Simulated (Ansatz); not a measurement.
Kick test of a cell of RbBr

The cell was relaxed from a distorted copy of a database structure.

Theory: DFT PBE, scalar-relativistic, plane waves, PAW (Ansatz 0.2.0). Cutoff 420 eV; k points 6×6×4 on the computed 4-atom cell (Γ-centred); Gaussian smearing, width 0.02 eV; no spin polarisation.

The cell below (4 atoms, space group Fm-3m (No. 225) when read loosely, P2_1/m at 0.01 Å) is relaxed within its symmetry.

```yaml
crystal:
  lattice:
    - [4.95646, 0.00000, 0.02055]
    - [0.00000, 4.96599, 0.00000]
    - [-0.04888, 0.00000, 7.01481]
  atoms:
    - { symbol: Rb, position: [0.75058, 0.75000, 0.24974] }
    - { symbol: Rb, position: [0.24942, 0.25000, 0.75026] }
    - { symbol: Br, position: [0.74961, 0.75000, 0.74974] }
    - { symbol: Br, position: [0.25039, 0.25000, 0.25026] }
```

For the test a repeat of it with 8 atoms (edges 4.96, 7.01, 9.93 Å) was strained at random (σ = 1.5 % a component), the atoms were moved at random (σ = 0.10 Å), and all was relaxed again on a coarse 4×2×2 mesh (in the run’s order of axes) with 0.10 eV smearing, with no symmetry imposed.

Question: Does it come back?

Answer: It returns, within 1 meV/atom of the unmoved cell on that mesh and with the same symmetry when read at 0.1 Å (P1 at 0.01 Å, so small strains and shifts remain). So it is stable against the distortions that fit this cell and that this random move excites. Modes that don't fit the cell aren't tested.
